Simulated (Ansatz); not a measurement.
Molecular dynamics of Si8HO16

input.yaml

```yaml
crystal:
  lattice:
    - [-4.986, -4.986, 0.0]
    - [4.986, -4.986, 0.0]
    - [0.0, 0.0, 6.977]
  atoms:
    - { symbol: Si, position: [0.20230661, 0.499699, 0.00037958] }
    - { symbol: Si, position: [0.00091882, 0.20149542, 0.25059984] }
    - { symbol: Si, position: [0.79938922, 0.49986457, 0.5004208] }
    - { symbol: Si, position: [0.00097528, 0.79812512, 0.75026274] }
    - { symbol: O, position: [0.33006279, 0.56904921, 0.17775211] }
    - { symbol: O, position: [0.93175196, 0.32891474, 0.4281638] }
    - { symbol: O, position: [0.67193834, 0.43085582, 0.67813272] }
    - { symbol: O, position: [0.06965783, 0.67016204, 0.92773941] }
    - { symbol: O, position: [0.93176946, 0.67078891, 0.5726542] }
    - { symbol: O, position: [0.67190291, 0.56882073, 0.32271385] }
    - { symbol: O, position: [0.06973837, 0.32921112, 0.07302368] }
    - { symbol: O, position: [0.33008407, 0.43045453, 0.82301672] }
    - { symbol: Si, position: [0.70344379, -0.00021549, 0.00041588] }
    - { symbol: Si, position: [0.50115652, 0.70120633, 0.25004571] }
    - { symbol: Si, position: [0.30019664, -0.00017012, 0.50045262] }
    - { symbol: Si, position: [0.50123924, 0.29839141, 0.75073804] }
    - { symbol: O, position: [0.83031096, 0.06882098, 0.1783645] }
    - { symbol: O, position: [0.43219962, 0.82899192, 0.42753867] }
    - { symbol: O, position: [0.17208448, 0.93019186, 0.67723451] }
    - { symbol: O, position: [0.571118, 0.17094272, 0.92824039] }
    - { symbol: O, position: [0.4322878, 0.17066916, 0.5731899] }
    - { symbol: O, position: [0.17202681, 0.06949158, 0.32373626] }
    - { symbol: O, position: [0.57115814, 0.82857829, 0.07254865] }
    - { symbol: O, position: [0.8303659, 0.93075429, 0.82252729] }
    - { symbol: H, position: [0.24847384, -0.00262164, 0.00111531], spin: 0.7 }
magnetization:
  spin_polarized: true
basis:
  ecutwfc: 420.0
kpoints:
  mp_grid: { grid: [1, 1, 1] }
hamiltonian:
  xc: lda
  pseudopotentials: { kind: paw, azcp: { folder: soft_1 } }
scf:
  occupations: { method: fermi_dirac, width: 0.02 }
  lower_state_search: "off"
md:
  timestep: 0.5
  n_steps: 300
  ensemble: nvt_langevin
  temperature: 600.0
  initial_velocities: maxwell_boltzmann
  seed: 367172
  friction: 0.01
```

Command:

```bash
$ ansatz run input.yaml --threads 1 --pin off --max-ram 3072MiB --backend cpu --events-out ev --progress --plain --runs-dir out
```

It starts from a relaxed structure.

Output, in part (step lines):

```
md step     0: t =     0.00 fs  T =   576.0 K  F+E_penalty+E_count = -13794.51231784 eV  E_kin = 1.861344 eV  (12 SCF iters)
md step     1: t =     0.50 fs  T =   567.2 K  F+E_penalty+E_count = -13794.50453222 eV  E_kin = 1.833062 eV  (7 SCF iters)
md step     2: t =     1.00 fs  T =   547.2 K  F+E_penalty+E_count = -13794.48119524 eV  E_kin = 1.768213 eV  (7 SCF iters)
md step     3: t =     1.50 fs  T =   523.9 K  F+E_penalty+E_count = -13794.44349296 eV  E_kin = 1.693094 eV  (7 SCF iters)
md step     4: t =     2.00 fs  T =   506.1 K  F+E_penalty+E_count = -13794.39288804 eV  E_kin = 1.635329 eV  (7 SCF iters)
md step     5: t =     2.50 fs  T =   486.8 K  F+E_penalty+E_count = -13794.33060944 eV  E_kin = 1.573241 eV  (7 SCF iters)
md step     6: t =     3.00 fs  T =   459.5 K  F+E_penalty+E_count = -13794.25908573 eV  E_kin = 1.484760 eV  (7 SCF iters)
md step     7: t =     3.50 fs  T =   419.9 K  F+E_penalty+E_count = -13794.18212132 eV  E_kin = 1.356922 eV  (7 SCF iters)
[... lines left out ...]
md step   300: t =   150.00 fs  T =   362.2 K  F+E_penalty+E_count = -13792.89701450 eV  E_kin = 1.170538 eV  (6 SCF iters)
```

The steps, from the saved trajectory:

```csv
time (fs),T (K),potential energy less start (eV)
0.0,576,0.000
5.0,332,0.574
10.0,312,0.888
15.0,332,0.794
20.0,251,1.151
25.0,237,1.277
30.0,260,1.151
35.0,266,1.332
40.0,436,1.062
45.0,443,0.821
50.0,409,1.061
55.0,423,0.966
60.0,498,0.828
65.0,385,1.190
70.0,356,1.403
75.0,404,1.361
80.0,418,1.172
85.0,509,1.021
90.0,493,1.094
95.0,369,1.370
100.0,366,1.400
105.0,339,1.280
110.0,422,1.081
115.0,376,1.135
120.0,467,0.934
125.0,557,0.636
130.0,503,0.872
135.0,457,1.103
140.0,477,1.182
145.0,409,1.472
150.0,362,1.615
```

All steps were run. The mean temperature of the second half is 28 % below the set value. A run of 0.15 ps of so small a system gives no equilibrium averages. Limits of this set-up: coarse k mesh, PAW files made for another functional.

Mean squared displacements from the first frame to the last, about the centre of mass: Si 0.04 Å², O 0.13 Å², H 0.10 Å².

Last frame:

```xyz
25
Lattice="-4.9860 -4.9860 0.0000 4.9860 -4.9860 0.0000 0.0000 0.0000 6.9770" Properties=species:S:1:pos:R:3
Si 1.548 -3.548 -0.142
Si 0.989 -1.301 1.900
Si -1.397 -6.618 3.555
Si 4.179 -4.132 5.258
O 1.227 -4.794 0.838
O -2.913 -6.662 2.983
O -1.267 -5.546 4.729
O 3.039 -3.462 6.231
O -0.837 -8.085 3.959
O -0.487 -6.199 2.284
O 1.290 -2.116 0.542
O 0.331 -3.773 5.646
Si -3.500 -3.866 0.287
Si 1.048 -6.076 1.822
Si -1.620 -1.696 3.584
Si -1.206 -4.076 5.393
O -3.894 -4.685 1.616
O 1.998 -6.012 3.117
O 3.958 -5.586 4.626
O -1.937 -4.144 6.854
O -1.736 -3.088 4.258
O -0.553 -1.636 2.402
O 1.303 -7.322 0.723
O 0.681 -9.376 5.849
H -1.112 -1.597 0.275
```

The run took 17 min on 1 thread of Arm Neoverse V1 (shared host), peak memory 0.42 GiB.
